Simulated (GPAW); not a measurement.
Mg:

```
Mg
1.0
    -1.81502    1.85479    1.70413
     1.79896   -1.79988    1.62656
     1.86914    1.85400   -1.64411
Mg
1
Direct
  0.00000 0.00000 0.00000
```

The cell isn't the ideal one: cell strained at random at fixed volume.

```yaml
Program: GPAW 26.7.0
Task: relaxation of cell and atoms
Functional: OLYP
Potentials_or_basis: PAW data sets generated in the run's folder for this functional
Cutoff: 800 eV
Basis: pw
k_mesh: 5 × 6 × 5
Occupations: fermi-dirac, width 0.05 eV
Spin: no spin polarisation
```

At the start: pressure 1.5 GPa; volume 22.64 Å³/atom.

Q: Where does the relaxation end?

A: Over 11 steps the energy falls by 47.1 meV/atom and the volume is 23.38 Å³/atom (+3.2 %); space group P-1 (No. 2, to 0.05 Å).

The path:
| step | energy change (eV) | largest force (eV/Å) | pressure (GPa) | volume (Å³) |
| --- | --- | --- | --- | --- |
| 1 | 0.0000 | 0.0000 | 1.54 | 22.64 |
| 2 | -0.0031 | 0.0000 | 1.19 | 22.86 |
| 3 | -0.0135 | 0.0000 | -1.19 | 24.58 |
| 4 | -0.0160 | 0.0000 | -0.61 | 24.10 |
| 5 | -0.0204 | 0.0000 | -0.22 | 23.79 |
| 6 | -0.0339 | 0.0000 | 1.21 | 22.73 |
| 7 | -0.0378 | 0.0000 | 1.09 | 22.78 |
| 8 | -0.0451 | 0.0000 | -0.43 | 23.73 |
| 9 | -0.0467 | 0.0000 | -0.20 | 23.54 |
| 10 | -0.0470 | 0.0000 | 0.09 | 23.34 |
| 11 | -0.0471 | 0.0000 | 0.03 | 23.38 |

Final structure:
```yaml
crystal:
  lattice:
    - [-1.97313, 1.67395, 1.77721]
    - [1.89087, -1.67171, 1.68913]
    - [2.06230, 1.74195, -1.78500]
  atoms:
    - { symbol: Mg, position: [0.00000, 0.00000, 0.00000] }
```

Caveat: the k mesh is coarse (spacing up to 0.50 Å⁻¹), so the values aren't converged; later steps reuse the first step's grids.
